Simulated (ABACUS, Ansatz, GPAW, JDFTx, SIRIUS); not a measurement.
# The equilibrium volume of Nb, sorted by core time

Symmetry: Im-3m, No. 229, cubic system. The conventional cell has a = 3.328 Å, b = 3.328 Å, c = 3.328 Å, α = 90.00°, β = 90.00°, γ = 90.00°. Around Nb (site symmetry m-3m) lie 8 Nb at 2.88 Å.

```csv
rung,level,program and potentials,cutoff (eV),k mesh,smearing,task,core time,chip,equilibrium volume (Å³/atom),miss,notes
GGA,revPBE,"ABACUS, PseudoDojo NC SR 0.5 PBE standard, plane waves",1116,9 × 9 × 9,fermi-dirac 0.05,relaxation of cell and atoms,9.9 s,Intel Xeon 6975P-C Granite Rapids,18.36,+2.6 %,potentials made for PBE
GGA + dispersion,PBE+D4,"Ansatz, all-electron LAPW, scalar-relativistic",-,11 × 11 × 11,fermi-dirac 0.05,relaxation of cell and atoms,15 s,Arm Neoverse V1,17.91,+0.1 %,-
GGA + dispersion,PBE+D3(BJ),"Ansatz, all-electron LAPW, scalar-relativistic",-,11 × 11 × 11,fermi-dirac 0.05,relaxation of cell and atoms,22 s,Arm Neoverse N1,17.50,-2.2 %,-
GGA,B86bPBE,"ABACUS, SPMS ONCV 1.0 PBE, plane waves",1116,9 × 9 × 9,fermi-dirac 0.05,equation of state,23 s,Intel Xeon Platinum 8559C Emerald Rapids,18.24,+1.9 %,potentials made for PBE; fit through 4 volumes
GGA,PBE,"ABACUS, PseudoDojo NC SR 0.4.1 PBE standard, plane waves",1116,9 × 9 × 9,fermi-dirac 0.05,equation of state,42 s,Intel Xeon Platinum 8488C Sapphire Rapids,18.13,+1.3 %,fit through 4 volumes
GGA,PBE,"JDFTx, PseudoDojo-SR-PBE-0.5-stringent with smoothed tails",1116,11 × 11 × 11,fermi-dirac 0.05,relaxation of cell and atoms,77 s,AMD EPYC 7R43 Zen 3,18.22,+1.8 %,-
GGA + dispersion,PBE+D3(zero damping),"GPAW, GPAW PAW data sets (gpaw-data 1.2.1)",600,11 × 11 × 11,fermi-dirac 0.05,equation of state,80 s,Arm Neoverse V1,17.45,-2.5 %,-
GGA + dispersion,PBE+D3(BJ),"GPAW, GPAW PAW data sets (gpaw-data 1.2.1)",600,11 × 11 × 11,fermi-dirac 0.05,equation of state,81 s,Arm Neoverse V1,17.43,-2.6 %,-
GGA,PBE,"GPAW, GPAW PAW data sets (gpaw-data 1.2.1), other valence",600,11 × 11 × 11,fermi-dirac 0.05,equation of state,83 s,Arm Neoverse V1,18.30,+2.2 %,-
GGA,WC,"GPAW, PAW data sets generated for this functional",600,11 × 11 × 11,fermi-dirac 0.05,equation of state,83 s,Arm Neoverse V1,17.61,-1.6 %,-
GGA,PBE,"SIRIUS, PseudoDojo 0.4.1 PBE standard (scalar relativistic)",1127,11 × 11 × 11,fermi-dirac 0.05,equation of state,2.4 min,Arm Neoverse V1,(a),?,-
```

Times are single runs on shared hosts and different chips, so they are rough; meshes, cutoffs and the tasks' sizes weigh on the time. All rows: no spin polarisation. Smearing widths are in eV. For a metal such meshes aren't converged. Meshes differ between rows, which moves values too. Meshes are those of the run's cell of 1 atom unless a note names another. Relaxations start from the cell shown or near it and stop with a little pressure left. The cell shown, of 18.43 Å³ an atom, is the runs' start and not the measured value. Misses use the values as printed. Runs on faulty files, with rough fits or with known faults for this quantity aren't shown. No row holds spin-orbit coupling.

Measured: 17.9 Å³/atom (arxiv:1906.07796). The runs are for a static lattice.

Task: Estimate the value left out from the other rows.

Result: (a) 18.23 Å³/atom, miss +1.8 %.
